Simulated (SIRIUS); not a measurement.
Runs of SIRIUS 7.12.0 on Ag. It takes space group Fm-3m (No. 225, cubic). The conventional cell has a = 4.085 Å, b = 4.085 Å, c = 4.085 Å, α = 90.00°, β = 90.00°, γ = 90.00°. Ag (site symmetry m-3m) is surrounded by 12 Ag at 2.89 Å. 

| task | potentials or basis | cell | k mesh | cutoff (eV) | radial cutoff for the potentials' integrals | pressure | optimizer | fmax | max steps | mesh quality | gap on the mesh (eV) | pressure (GPa) |
| --- | --- | --- | --- | --- | --- | --- | --- | --- | --- | --- | --- | --- |
| single point | GBRV 1.5 PBE (ultrasoft) | as given | 11 × 11 × 11 | 557 | - | - | - | - | - | not flagged | none | 2.7 |
| single point | PseudoDojo 0.4.1 PBE standard (scalar relativistic) | as given | 11 × 11 × 11 | 1127 | 6.5 bohr | - | - | - | - | not flagged | none | (a) |
| single point | SPMS 1.0 PBE (norm-conserving) | as given | 11 × 11 × 11 | 1127 | 6.5 bohr | - | - | - | - | not flagged | none | 4.6 |
| single point | JTH 2.0 PBE (PAW) | as given | 11 × 11 × 11 | 557 | - | - | - | - | - | not flagged | none | 4.6 |
| relaxation of cell and atoms | PseudoDojo 0.4.1 PBE standard (scalar relativistic) | relaxed to 30 GPa | 6 × 6 × 6 | 1127 | 6.5 bohr | 30 | BFGS | 0.02 eV/Å | 30 | coarse | none | 30.0 |

Alike in all rows: level PBE; no spin polarisation; smearing fermi-dirac 0.05 eV.

Q: Estimate the missing entries.

A: (a) 4.3.

Caveats: some runs use coarse meshes.

A k mesh can miss the band edges, and the runs leave out spin-orbit coupling on Ag.

A gap of «none» marks a metal or a gap under the smearing width.

The runs don't all hold the same shells in valence.
